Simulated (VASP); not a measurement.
# NaI (Fm-3m) in VASP: further runs, part 2 of 3

VASP 6.6.1. Earlier steps stand in the parts before.

## (3) Relaxation of the atoms, PBEsol (a relaxed cell with its volume scaled by 1.04)

Input file INCAR:

```
SYSTEM = NaI
  ALGO = Normal
  EDIFF = 1E-7
  EDIFFG = -0.01
  ENCUT = 600
  GGA = PS
  IBRION = 2
  ISIF = 2
  ISMEAR = 0
  LASPH = .TRUE.
  LCHARG = .FALSE.
  LREAL = .FALSE.
  LWAVE = .FALSE.
  NELM = 80
  NSW = 40
  PREC = Accurate
  SIGMA = 0.03
```

Input file KPOINTS:

```
k-points
0
G
  8 8 8
  0 0 0
```

Input file POSCAR:

```
NaI                                     
1.0
    0.0000000000      3.2467223267      3.2467223267
    3.2467223267      0.0000000000      3.2467223267
    3.2467223267      3.2467223267      0.0000000000
  Na              I             
     1     1
Direct
     1.0000000000000000    1.0000000000000000    0.0000000000000000
     0.5000000000000000    0.5000000000000000    0.5000000000000000
```

Potentials or basis: VASP PAW PBE potentials, release 64 (Na_pv, I).

Command:

```console
> cat potpaw_PBE.64/Na_pv/POTCAR potpaw_PBE.64/I/POTCAR > POTCAR
> mpirun -np 1 vasp_std > vasp.out
```

OUTCAR:

```text
SYSTEM = NaI
   EDIFF = 1E-7
   EDIFFG = -0.01
   ENCUT = 600
   GGA = PS
   IBRION = 2
   ISIF = 2
   ISMEAR = 0
   LASPH = .TRUE.
   LREAL = .FALSE.
   NELM = 80
   NSW = 40
   PREC = Accurate

 ion  position               nearest neighbor table
   1  0.000  0.000  0.000-
   2  0.500  0.500  0.500-

  LATTYP: Found a face centered cubic cell.
 ALAT       =     6.4934446534

  Lattice vectors:

 A1 = (   0.0000000000,   3.2467223267,   3.2467223267)
 A2 = (   3.2467223267,   0.0000000000,   3.2467223267)
 A3 = (   3.2467223267,   3.2467223267,   0.0000000000)

Analysis of symmetry for initial positions (statically):
=====================================================================
 Subroutine PRICEL returns:
 Original cell was already a primitive cell.

 Routine SETGRP: Setting up the symmetry group for a
 face centered cubic supercell.

 Subroutine GETGRP returns: Found 48 space group operations
 (whereof 48 operations were pure point group operations)
 out of a pool of 48 trial point group operations.

The static configuration has the point symmetry O_h .

Analysis of symmetry for dynamics (positions and initial velocities):
=====================================================================
 Subroutine PRICEL returns:
 Original cell was already a primitive cell.

 Routine SETGRP: Setting up the symmetry group for a
 face centered cubic supercell.

 Subroutine GETGRP returns: Found 48 space group operations
 (whereof 48 operations were pure point group operations)
 out of a pool of 48 trial point group operations.

The dynamic configuration has the point symmetry O_h .

 Subroutine INISYM returns: Found 48 space group operations
 (whereof 48 operations are pure point group operations),
 and found     1 'primitive' translations

----------------------------------------------------------------------------------------

                                     Primitive cell

  volume of cell :      68.4487

  direct lattice vectors                    reciprocal lattice vectors
     0.000000000  3.246722327  3.246722327    -0.154001467  0.154001467  0.154001467
     3.246722327  0.000000000  3.246722327     0.154001467 -0.154001467  0.154001467
     3.246722327  3.246722327  0.000000000     0.154001467  0.154001467 -0.154001467

  length of vectors
     4.591558748  4.591558748  4.591558748     0.266738365  0.266738365  0.266738365

  position of ions in fractional coordinates (direct lattice)
     0.000000000  0.000000000  0.000000000
     0.500000000  0.500000000  0.500000000

  ion indices of the primitive-cell ions
   primitive index   ion index
                 1           1
                 2           2

----------------------------------------------------------------------------------------

 KPOINTS: k-points

Automatic generation of k-mesh.
 Grid dimensions read from file:
 generate k-points for:    8    8    8

 Generating k-lattice:

  Cartesian coordinates                     Fractional coordinates (reciprocal lattice)
    -0.019250183  0.019250183  0.019250183     0.125000000  0.000000000  0.000000000
     0.019250183 -0.019250183  0.019250183     0.000000000  0.125000000  0.000000000
[... 40 lines left out ...]
   k-points           NKPTS =     29   k-points in BZ     NKDIM =     29   number of bands    NBANDS=     11
   number of dos      NEDOS =    301   number of ions     NIONS =      2
   total plane-waves  NPLWV =  64000
   dimension x,y,z NGX =    40 NGY =   40 NGZ =   40
   dimension x,y,z NGXF=    80 NGYF=   80 NGZF=   80
   ions per type =               1   1
   NGX,Y,Z   is equivalent  to a cutoff of  14.48, 14.48, 14.48 a.u.
   NGXF,Y,Z  is equivalent  to a cutoff of  28.97, 28.97, 28.97 a.u.
 SYSTEM =  NaI
   PREC   = accura    normal or accurate (medium, high low for compatibility)
   ISTART =      0    job   : 0-new  1-cont  2-samecut
   ICHARG =      2    charge: 1-file 2-atom 10-const
   ISPIN  =      1    spin polarized calculation?
   LNONCOLLINEAR =      F non collinear calculations
   LSORBIT =      F    spin-orbit coupling
   LASPH  =      T    aspherical Exc in radial PAW
   ENCUT  =  600.0 eV  44.10 Ry    6.64 a.u.   9.17  9.17  9.17*2*pi/ulx,y,z
   NELM   =     80;   NELMIN=  2; NELMDL= -5     # of ELM steps
   EDIFF  = 0.1E-06   stopping-criterion for ELM
   LREAL  =      F    real-space projection
   EDIFFG = -.1E-01   stopping-criterion for IOM
   NSW    =     40    number of steps for IOM
   IBRION =      2    ionic relax: 0-MD 1-quasi-New 2-CG
   NFREE  =      1    steps in history (QN), initial steepest desc. (CG)
   ISIF   =      2    stress and relaxation
   ISYM   =      2    0-nonsym 1-usesym 2-fastsym
   POTIM  = 0.5000    time-step for ionic-motion
   TEBEG  =    0.0;   TEEND  =   0.0 temperature during run
   PSTRESS=    0.0 pullay stress
   NELECT =      14.0000    total number of electrons
   NUPDOWN=      -1.0000    fix difference up-down
   EMIN   =  10.00;   EMAX   =-10.00  energy-range for DOS
   EFERMI =   0.00;   METHOD = LEGACY
   ISMEAR =     0;   SIGMA  =   0.03  broadening in eV -4-tet -1-fermi 0-gaus
   EFERMI_NEDOS =   21; number of points for ismear=-14 and -15
   IALGO  =     38    algorithm
   IMIX   =      4    mixing-type and parameters
     AMIX     =   0.40;   BMIX     =  1.00
     AMIX_MAG =   1.60;   BMIX_MAG =  1.00
  volume/ion in A,a.u.               =      34.22       230.96
  Fermi-wavevector in a.u.,A,eV,Ry     =   0.964560  1.822753 12.658521  0.930375
  Thomas-Fermi vector in A             =   2.094201
   LORBIT       =      0    0 simple, 1 ext, 2 COOP (PROOUT), +10 PAW based schemes
   GGA     = PS    functional components
   LHFCALC =     F    Hartree Fock is set to
   AEXX    =    0.0000 exact exchange contribution
   IVDW    =     0    specifies the selected vdW correction
   LEPSILON=     F    determine dielectric tensor
   LRPA    =     F    only Hartree local field effects (RPA)
 conjugate gradient relaxation of ions
 non-spin polarized calculation
 Gauss-broadening in eV      SIGMA  =   0.03
  energy-cutoff  :      600.00
  volume of cell :       68.45
 maximum number of plane-waves:      2303
 NGX is ok and might be reduce to    40
   NGX = 19   NGY = 19   NGZ = 19

 number of electron      13.9999993 magnetization

 Free energy of the ion-electron system (eV)
  ---------------------------------------------------
  ext. energy  EPLUGINS =         0.00000000
  ---------------------------------------------------
  free energy    TOTEN  =        -5.66472878 eV

  energy without entropy =       -5.66472878  energy(sigma->0) =       -5.66472878

 E-fermi :   0.8615     XC(G=0):  -7.8059

 val. band max:        0.6519431177   @ k =   0.0000   0.0000   0.0000
 cond. band min:       4.1342643136   @ k =   0.0000   0.0000   0.0000
 fundamental gap:      3.4823211959
 Fermi energy:         0.8614935372

 k-point     1 :       0.0000    0.0000    0.0000
  band No.  band energies     occupation
      1     -21.6046      2.00000
      2     -21.6046      2.00000
      3     -21.6046      2.00000
      4     -10.3805      2.00000
      5       0.6519      2.00000
      6       0.6519      2.00000
      7       0.6519      2.00000
      8       4.1343      0.00000
      9       8.4974      0.00000
     10       8.4974      0.00000
     11       8.4974      0.00000
[... 309 lines left out ...]
 k-point    24 :      -0.3750    0.2500    0.1250
  band No.  band energies     occupation
      1     -21.6089      2.00000
      2     -21.6062      2.00000
      3     -21.6054      2.00000
      4     -10.0320      2.00000
      5      -1.2571      2.00000
      6      -0.2628      2.00000
      7       0.1674      2.00000
      8       6.6464      0.00000
      9       6.8843      0.00000
     10       8.7868      0.00000
     11       8.8290      0.00000

 [... further k-points ...]

------------------------ aborting loop because EDIFF is reached ----------------------------------------

  FORCE on cell =-STRESS in cart. coord.  units (eV):
  Direction    XX          YY          ZZ          XY          YZ          ZX
  --------------------------------------------------------------------------------------
  -------------------------------------------------------------------------------------
  Total       -0.2662025     -0.2662025     -0.2662025      0.0000000      0.0000000      0.0000000
  in kB       -6.2309927     -6.2309927     -6.2309927      0.0000000      0.0000000      0.0000000
  external PRESSURE =      -6.2309927 kB  Pullay stress =       0.0000000 kB

 VOLUME and BASIS-vectors are now :
 -----------------------------------------------------------------------------
  energy-cutoff  :      600.00
  volume of cell :       68.45
      direct lattice vectors                 reciprocal lattice vectors
     0.000000000  3.246722327  3.246722327    -0.154001467  0.154001467  0.154001467
     3.246722327  0.000000000  3.246722327     0.154001467 -0.154001467  0.154001467
     3.246722327  3.246722327  0.000000000     0.154001467  0.154001467 -0.154001467

 POSITION                                       TOTAL-FORCE (eV/Angst)
 -----------------------------------------------------------------------------------
      0.00000      0.00000      0.00000        -0.000000      0.000000      0.000000
      3.24672      3.24672      3.24672         0.000000     -0.000000     -0.000000
 -----------------------------------------------------------------------------------
    total drift:                                0.000000     -0.000000     -0.000000

  FREE ENERGIE OF THE ION-ELECTRON SYSTEM (eV)
  ---------------------------------------------------
  free  energy   TOTEN  =        -5.6647287821 eV

  energy  without entropy=       -5.6647287821  energy(sigma->0) =       -5.66472878

 reached required accuracy - stopping structural energy minimisation
```

CONTCAR:

```text
NaI
   1.00000000000000
     0.0000000000000000    3.2467223267000000    3.2467223267000000
     3.2467223267000000    0.0000000000000000    3.2467223267000000
     3.2467223267000000    3.2467223267000000    0.0000000000000000
  Na              I
     1     1
Direct
     0.0000000000000000    0.0000000000000000    0.0000000000000000
     0.5000000000000000    0.5000000000000000    0.5000000000000000

  0.00000000E+00  0.00000000E+00  0.00000000E+00
  0.00000000E+00  0.00000000E+00  0.00000000E+00
```

Run time: 16 s. Hardware: 1 thread of AMD EPYC 9R45 (Zen 5), shared host; peak memory 0.21 GiB.

Results:

| Property | Result |
| --- | --- |
| Free energy | -5.6647 eV |
| Pressure after relaxing | -0.6 GPa |
| Band gap on the k mesh | 3.48 eV, direct |

Final structure:
```
Na I
1.0
     0.00000    3.24672    3.24672
     3.24672    0.00000    3.24672
     3.24672    3.24672    0.00000
Na I
1 1
Direct
  0.00000 0.00000 0.00000
  0.50000 0.50000 0.50000
```

Levels at points of the mesh, in eV from the valence-band top:
| k point | band 4 | band 5 | band 6 | band 7 | band 8 | band 9 | band 10 | band 11 |
| --- | --- | --- | --- | --- | --- | --- | --- | --- |
| (0.00, 0.00, 0.00) | -11.03 | 0.00 | 0.00 | 0.00 | 3.48 | 7.85 | 7.85 | 7.85 |
| (0.50, 0.00, 0.00) | -10.73 | -2.18 | -0.28 | -0.28 | 4.94 | 7.37 | 7.37 | 8.63 |
| (0.50, 0.50, 0.00) | -10.65 | -1.91 | -0.74 | -0.74 | 4.43 | 5.44 | 9.65 | 11.14 |

Caveat: the relaxation stopped at its first step, so nothing moved; the PAW data sets were made with another functional, which shifts forces and pressure a little; spin-orbit coupling is left out, which moves the levels of the heavy elements.

## (4) Relaxation of the atoms, PBEsol (a relaxed cell with its volume scaled by 1.06)

INCAR is that of step 3.

KPOINTS is that of step 3.

Input file POSCAR:

```
NaI                                     
1.0
    0.0000000000      3.2674026443      3.2674026443
    3.2674026443      0.0000000000      3.2674026443
    3.2674026443      3.2674026443      0.0000000000
  Na              I             
     1     1
Direct
     1.0000000000000000    1.0000000000000000    0.0000000000000000
     0.5000000000000000    0.5000000000000000    0.5000000000000000
```

Command:

```console
> cat potpaw_PBE.64/Na_pv/POTCAR potpaw_PBE.64/I/POTCAR > POTCAR
> mpirun -np 1 vasp_std > vasp.out
```

Run time: 17 s. Hardware: 1 thread of AMD EPYC 9R45 (Zen 5), shared host; peak memory 0.21 GiB.

Results (log left out):

- Free energy: -5.6586 eV
- Pressure after relaxing: -0.9 GPa
- Band gap on the k mesh: 3.44 eV, direct

Final structure:
```yaml
crystal:
  lattice:
    - [0.00000, 3.26740, 3.26740]
    - [3.26740, 0.00000, 3.26740]
    - [3.26740, 3.26740, 0.00000]
  atoms:
    - { symbol: Na, position: [0.00000, 0.00000, 0.00000] }
    - { symbol: I, position: [0.50000, 0.50000, 0.50000] }
```

Levels at points of the mesh, in eV from the valence-band top:
| k point | band 4 | band 5 | band 6 | band 7 | band 8 | band 9 | band 10 | band 11 |
| --- | --- | --- | --- | --- | --- | --- | --- | --- |
| (0.00, 0.00, 0.00) | -10.99 | 0.00 | 0.00 | 0.00 | 3.44 | 7.84 | 7.84 | 7.84 |
| (0.50, 0.00, 0.00) | -10.70 | -2.12 | -0.27 | -0.27 | 4.94 | 7.35 | 7.35 | 8.49 |
| (0.50, 0.50, 0.00) | -10.62 | -1.85 | -0.72 | -0.72 | 4.42 | 5.47 | 9.54 | 11.03 |

Caveat: the relaxation stopped at its first step, so nothing moved; the PAW data sets were made with another functional, which shifts forces and pressure a little; spin-orbit coupling is left out, which moves the levels of the heavy elements.

(Part 2 of 3 ends here.)
